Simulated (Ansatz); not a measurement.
Given:

InN (wurtzite)

```cif
data_In2N2
_chemical_formula_sum 'In2 N2'
_space_group_name_H-M_alt 'P 1'
_space_group_IT_number 1
_cell_length_a 3.54750
_cell_length_b 3.54750
_cell_length_c 5.72256
_cell_angle_alpha 90.000
_cell_angle_beta 90.000
_cell_angle_gamma 120.000
loop_
_space_group_symop_operation_xyz
  'x, y, z'
loop_
_atom_site_label
_atom_site_type_symbol
_atom_site_fract_x
_atom_site_fract_y
_atom_site_fract_z
_atom_site_occupancy
In1 In 0.66667 0.33333 0.00226 1
In2 In 0.33333 0.66667 0.50226 1
N1 N 0.66667 0.33333 0.62294 1
N2 N 0.33333 0.66667 0.12294 1
```

This relaxed cell (volume V₀) is scaled evenly in all directions, its shape held. The atoms relax within the cell's symmetry.

Computed with r2SCAN (plane waves to 500 eV, PAW, scalar-relativistic; Ansatz, a first-principles code). k mesh 11×11×6 (Γ-centred), Fermi-Dirac smearing 0.05 eV. The energy includes the smearing's −TS. Compression counts positive. With the shape held, the modulus is that of even scaling; a crystal free to change shape is softer. InN was relaxed with its symmetry unable to fall. The zero of ΔE is the relaxed starting cell.

The scan covers V/V₀ from 0.940 to 1.060 in 9 points.

### Question
What is ΔE at V/V₀ = 1.060?

### Answer
22.0 meV/atom.

### Question
What is ΔE at V/V₀ = 0.940?

### Answer
27.5 meV/atom.

### Question
What pressure does the cell carry at V/V₀ = 0.940?

### Answer
10.0 GPa.

(A scan under strain: stresses follow from slopes of the energy per volume, elastic moduli from its curvatures.)
